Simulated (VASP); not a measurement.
# CaO in VASP: one cell, several levels of theory, part 3 of 3

The system is zincblende CaO, a generated structure that needn't be the ground state.

VASP 6.6.1, plane waves, PAW. The steps go on from the part before.

## 6. Dielectric tensor and Born charges, PBE

Input file INCAR:

```
ENCUT = 520.000000
SIGMA = 0.010000
EDIFF = 1.00e-08
GGA = PE
PREC = Accurate
IBRION = -1
ISIF = 2
ISMEAR = 0
NBANDS = 15
NELM = 120
NSW = 0
LASPH = .TRUE.
LCHARG = .FALSE.
LEPSILON = .TRUE.
LWAVE = .FALSE.
LREAL = .FALSE.
```

Input file KPOINTS:

```
KPOINTS created by Atomic Simulation Environment
0
Gamma
12 12 12
0 0 0
```

Input file POSCAR:

```
Ca O
 1.0000000000000000
    -0.0000000000000000    2.6067317364962017    2.6067317364962017
     2.6067317364962017    0.0000000000000000    2.6067317364962017
     2.6067317364962017    2.6067317364962017    0.0000000000000000
 Ca  O
   1   1
Cartesian
  0.0000000000000000 -0.0000000000000000 -0.0000000000000000
  1.3033658682481006  1.3033658682481006  1.3033658682481006
```

Command:

```sh
mpirun -np 1 vasp_std
```

Standard output, without the iteration lines:

```text
POSCAR found type information on POSCAR CaO
 POSCAR found :  2 types and       2 ions
 LDA part: xc-table for (Slater+PW92), standard interpolation
 POSCAR, INCAR and KPOINTS ok, starting setup
 FFT: planning ... GRIDC
 FFT: planning ... GRID_SOFT
 FFT: planning ... GRID
 WAVECAR not read
 entering main loop
 Linear response reoptimize wavefunctions to high precision
 Linear response G [H, r] |phi>, progress :
  Direction:   1
 LRF_COMMUTATOR internal error: the vector H(1)-e(1) S(1) |phi(0)> is not orthog
 onal to |phi(0)> (-1.007477207170954E-004,2.775557561562891E-016)
 LRF_COMMUTATOR internal error: the vector H(1)-e(1) S(1) |phi(0)> is not orthog
 onal to |phi(0)> (-1.007477207170954E-004,2.775557561562891E-016)
 LRF_COMMUTATOR internal error: the vector H(1)-e(1) S(1) |phi(0)> is not orthog
 onal to |phi(0)> (-1.007477207170954E-004,2.775557561562891E-016)
 Linear response G [H, r] |phi>, progress :
  Direction:   2
 Linear response G [H, r] |phi>, progress :
  Direction:   3
 LRF_COMMUTATOR internal error: the vector H(1)-e(1) S(1) |phi(0)> is not orthog
 onal to |phi(0)> (1.010557847087312E-004,-3.885780586188048E-016)
 LRF_COMMUTATOR internal error: the vector H(1)-e(1) S(1) |phi(0)> is not orthog
 onal to |phi(0)> (1.005936780274497E-004,2.831068712794149E-015)
[... 29 lines left out ...]
 onal to |phi(0)> (1.403193298090133E-004,-1.387778780781446E-016)
 LRF_COMMUTATOR internal error: the vector H(1)-e(1) S(1) |phi(0)> is not orthog
 onal to |phi(0)> (1.287236908933953E-004,-1.609823385706477E-015)
 LRF_COMMUTATOR internal error: the vector H(1)-e(1) S(1) |phi(0)> is not orthog
 onal to |phi(0)> (1.064851473173145E-004,8.992806499463768E-015)
 LRF_COMMUTATOR internal error: the vector H(1)-e(1) S(1) |phi(0)> is not orthog
 onal to |phi(0)> (1.468492440652724E-004,-1.221245327087672E-015)
 LRF_COMMUTATOR internal error: the vector H(1)-e(1) S(1) |phi(0)> is not orthog
 onal to |phi(0)> (1.278643682612324E-004,1.332267629550188E-015)
 Linear response to external field (no local field effect), progress :
  Direction:   1
 dielectric tensor                  component  1 :     3.483     0.004     0.032
 Linear response to external field (no local field effect), progress :
  Direction:   2
 dielectric tensor                  component  2 :     0.004     3.271    -0.083
 Linear response to external field (no local field effect), progress :
  Direction:   3
 dielectric tensor                  component  3 :     0.036    -0.085     3.650
 Linear response to external field, progress :
  Direction:   1
 dielectric tensor                  component  1 :     3.279    -0.001     0.017
 Linear response to external field, progress :
  Direction:   2
 dielectric tensor                  component  2 :     0.020     3.279    -0.035
 Linear response to external field, progress :
  Direction:   3
 dielectric tensor                  component  3 :     0.013     0.002     3.279
 Born effective charges drift removed
```

OSZICAR:

```text
N       E                     dE             d eps       ncg     rms          rms(c)
DAV:   1     0.127005025608E+03    0.12701E+03   -0.82156E+03  2160   0.105E+03
DAV:   2    -0.870075906771E+01   -0.13571E+03   -0.12548E+03  2692   0.278E+02
DAV:   3    -0.148595068533E+02   -0.61587E+01   -0.61176E+01  2525   0.621E+01
DAV:   4    -0.150714301711E+02   -0.21192E+00   -0.21175E+00  3240   0.991E+00
DAV:   5    -0.150726950584E+02   -0.12649E-02   -0.12649E-02  2525   0.906E-01    0.972E+00
DAV:   6    -0.125524074101E+02    0.25203E+01   -0.85057E+00  2328   0.253E+01    0.418E+00
DAV:   7    -0.124489598137E+02    0.10345E+00   -0.84080E-01  2368   0.846E+00    0.200E+00
DAV:   8    -0.124379813433E+02    0.10978E-01   -0.13707E-01  2727   0.380E+00    0.479E-01
DAV:   9    -0.124367160799E+02    0.12653E-02   -0.99212E-03  2517   0.903E-01    0.168E-01
DAV:  10    -0.124385675636E+02   -0.18515E-02   -0.15843E-03  2314   0.321E-01    0.563E-02
[... 8 lines left out ...]
   1 F= -.12438686E+02 E0= -.12438686E+02  d E =-.155026E-11
[... 190 lines left out ...]
RMM:   9    -0.247782130904E+00    0.21104E-04   -0.28159E-05 21494   0.114E-02    0.128E-03
RMM:  10    -0.247774503090E+00    0.76278E-05   -0.29027E-05 21613   0.563E-03    0.467E-04
RMM:  11    -0.247772563248E+00    0.19398E-05   -0.13209E-05 21594   0.287E-03    0.345E-04
RMM:  12    -0.247767984180E+00    0.45791E-05   -0.10012E-05 21160   0.157E-03    0.552E-04
RMM:  13    -0.247767801597E+00    0.18258E-06   -0.34426E-06 21450   0.795E-04    0.523E-04
RMM:  14    -0.247767521651E+00    0.27995E-06   -0.38255E-06 21117   0.394E-04    0.632E-04
RMM:  15    -0.247768419290E+00   -0.89764E-06   -0.98400E-07 18635   0.445E-04    0.896E-05
RMM:  16    -0.247768330721E+00    0.88569E-07   -0.84228E-07 19779   0.169E-04    0.692E-05
RMM:  17    -0.247768335162E+00   -0.44402E-08   -0.41231E-07 18358   0.100E-04    0.415E-05
RMM:  18    -0.247768349951E+00   -0.14789E-07   -0.16603E-07 15740   0.680E-05    0.103E-05
RMM:  19    -0.247768370885E+00   -0.20934E-07   -0.99819E-08 10973   0.424E-05    0.503E-06
```

OUTCAR, selected sections:

```text
k-points           NKPTS =     72   k-points in BZ     NKDIM =     72   number of bands    NBANDS=     15

   NELECT =      16.0000    total number of electrons

   dimension x,y,z NGX =    28 NGY =   28 NGZ =   28
   dimension x,y,z NGXF=    56 NGYF=   56 NGZF=   56

  energy-cutoff  :      520.00
  volume of cell :       35.43
      direct lattice vectors                 reciprocal lattice vectors
     0.000000000  2.606731736  2.606731736    -0.191811069  0.191811069  0.191811069
     2.606731736  0.000000000  2.606731736     0.191811069 -0.191811069  0.191811069
     2.606731736  2.606731736  0.000000000     0.191811069  0.191811069 -0.191811069

 k-points in reciprocal lattice and weights: KPOINTS created by Atomic Simulation Env
   0.00000000  0.00000000  0.00000000       0.001
   0.08333333  0.00000000  0.00000000       0.005
   0.16666667  0.00000000  0.00000000       0.005
   0.25000000  0.00000000  0.00000000       0.005
   0.33333333  0.00000000  0.00000000       0.005
   0.41666667  0.00000000  0.00000000       0.005
   0.50000000  0.00000000  0.00000000       0.002
   0.08333333  0.08333333  0.00000000       0.003
[... 64 more k-points ...]

 E-fermi :   0.5230

 k-point     1 :       0.0000    0.0000    0.0000
  band No.  band energies     occupation
      1     -36.6683      2.00000
      2     -17.6082      2.00000
      3     -17.6082      2.00000
      4     -17.6082      2.00000
      5     -14.3119      2.00000
      6      -0.1442      2.00000
      7      -0.1442      2.00000
      8      -0.1442      2.00000
      9       3.8074      0.00000
     10       8.4531      0.00000
     11       8.4531      0.00000
     12      10.0847      0.00000
     13      10.0847      0.00000
     14      10.0847      0.00000
     15      17.0376      0.00000

 k-point     2 :       0.0833    0.0000    0.0000
  band No.  band energies     occupation
      1     -36.6653      2.00000
      2     -17.6647      2.00000
      3     -17.6119      2.00000
      4     -17.6119      2.00000
      5     -14.2562      2.00000
      6      -0.2311      2.00000
      7      -0.1241      2.00000
      8      -0.1241      2.00000
      9       4.0643      0.00000
     10       8.3646      0.00000
     11       8.3646      0.00000
     12       9.9767      0.00000
     13      10.1645      0.00000
     14      10.1645      0.00000
     15      16.0892      0.00000

 k-point     3 :       0.1667    0.0000    0.0000
  band No.  band energies     occupation
      1     -36.6570      2.00000
      2     -17.8095      2.00000
      3     -17.6217      2.00000
      4     -17.6217      2.00000
      5     -14.1151      2.00000
      6      -0.4024      2.00000
      7      -0.0709      2.00000
      8      -0.0709      2.00000
      9       4.7063      0.00000
     10       8.2026      0.00000
     11       8.2026      0.00000
     12       9.7114      0.00000
     13      10.2926      0.00000
     14      10.2926      0.00000
     15      14.6582      0.00000

 k-point     4 :       0.2500    0.0000    0.0000
  band No.  band energies     occupation
      1     -36.6457      2.00000
      2     -17.9891      2.00000
      3     -17.6351      2.00000
      4     -17.6351      2.00000
      5     -13.9442      2.00000
      6      -0.5270      2.00000
      7      -0.0028      2.00000
      8      -0.0028      2.00000
      9       5.4762      0.00000
     10       8.1113      0.00000
     11       8.1113      0.00000
     12       9.4024      0.00000
     13      10.3147      0.00000
     14      10.3147      0.00000
     15      13.3926      0.00000

 k-point     5 :       0.3333    0.0000    0.0000
  band No.  band energies     occupation
      1     -36.6344      2.00000
      2     -18.1527      2.00000
      3     -17.6485      2.00000
      4     -17.6485      2.00000
      5     -13.7938      2.00000
      6      -0.5593      2.00000
      7       0.0596      2.00000
      8       0.0596      2.00000
      9       6.1243      0.00000
     10       8.1488      0.00000
     11       8.1488      0.00000
     12       9.1086      0.00000
     13      10.1844      0.00000
     14      10.1844      0.00000
     15      12.5902      0.00000

[... the tables of k-points 6 to 72 left out ...]

 MACROSCOPIC STATIC DIELECTRIC TENSOR (including local field effects in DFT)
 ------------------------------------------------------
           3.279420     0.000000     0.000000
          -0.000000     3.279420    -0.000000
           0.000000     0.000000     3.279420

 BORN EFFECTIVE CHARGES (including local field effects) (in |e|, cummulative output)
 ---------------------------------------------------------------------------------
 ion    1
    1     2.09182     0.00000    -0.00000
    2     0.00000     2.09182     0.00000
    3    -0.00000     0.00000     2.09182
 ion    2
    1    -2.09182     0.00000     0.00000
    2     0.00000    -2.09182    -0.00000
    3     0.00000    -0.00000    -2.09182

  Total        0.4066480      0.4066480      0.4066480      0.0000000      0.0000000      0.0000000
  in kB       18.3912079     18.3912079     18.3912079      0.0000000      0.0000000      0.0000000
  external PRESSURE =      18.3912079 kB  Pullay stress =       0.0000000 kB

 POSITION                                       TOTAL-FORCE (eV/Angst)
 -----------------------------------------------------------------------------------
      0.00000      0.00000      0.00000        -0.000000      0.000000      0.000000
      1.30337      1.30337      1.30337         0.000000     -0.000000     -0.000000
 -----------------------------------------------------------------------------------
    total drift:                               -0.000000     -0.000000     -0.000000

  FREE ENERGIE OF THE ION-ELECTRON SYSTEM (eV)
  ---------------------------------------------------
  free  energy   TOTEN  =       -12.4386860457 eV

  energy  without entropy=      -12.4386860457  energy(sigma->0) =      -12.43868605
```

Wall time 9.1 min (1 MPI rank of Intel Xeon 6975P-C, shared host); peak memory 0.45 GiB.

ε∞ with local fields: 3.28. Mean Born charges: Ca +2.09, O -2.09 e.

## 7. What came out

The summary covers parts 1 to 3.

```
 level  gap (eV)  pressure (GPa)
   PBE      3.33            1.84
r2SCAN      3.73            0.90
   LDA      3.14           -3.93
PBEsol      3.20           -1.08
```

| quantity | VASP |
| --- | --- |
| ε∞, PBE | 3.28 |
| Born charge of Ca (e) | +2.09 |
| Born charge of O (e) | -2.09 |

**Reading.** The gap runs from 3.14 eV (LDA) to 3.73 eV (r2SCAN). At this one volume the pressure spans -3.9 GPa (LDA) to 1.8 GPa (PBE): PBE wants the largest cell and LDA the smallest. A mean ε∞ of 3.3 means a refractive index near 1.81 below the gap.
